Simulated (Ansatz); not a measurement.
Rocksalt BaS (r2SCAN geometry), in Ansatz:

```
CELL_PARAMETERS angstrom
0.00000 3.21180 3.21180
3.21180 0.00000 3.21180
3.21180 3.21180 0.00000
ATOMIC_POSITIONS crystal
Ba 0.00000 0.00000 0.00000
S 0.50000 0.50000 0.50000
```

G0W0@PBE with 249 empty bands, a screening cutoff of 140 eV and a 4×4×4 mesh (PAW, contour deformation) gives 3.457 eV over the mesh points, from a PBE gap of 2.226 eV; it sums over 257 bands with 259 plane waves in the screening and a wave cutoff of 420 eV. G0W0 here is at a finite number of bands, screening cutoff and k mesh, not at the basis limit. (Simulation; spin polarisation is off.)

(1) Estimate the gap with starting point HSE06.

(2) Estimate the gap with empty bands 107, screening cutoff 80 eV.

(3) Estimate the gap with starting point LDA.

(4) Estimate the gap with potentials of the kind norm-conserving, with them a wave cutoff of 770 eV.

Answers

(1) 3.927 eV (+0.470 eV), from a Kohn-Sham gap of 3.137 eV.

(2) 3.313 eV (-0.144 eV), from a Kohn-Sham gap of 2.226 eV.

(3) 3.400 eV (-0.057 eV), from a Kohn-Sham gap of 2.026 eV.

(4) 3.457 eV (0.000 eV), from a Kohn-Sham gap of 2.229 eV.

Spin-orbit coupling is left out.
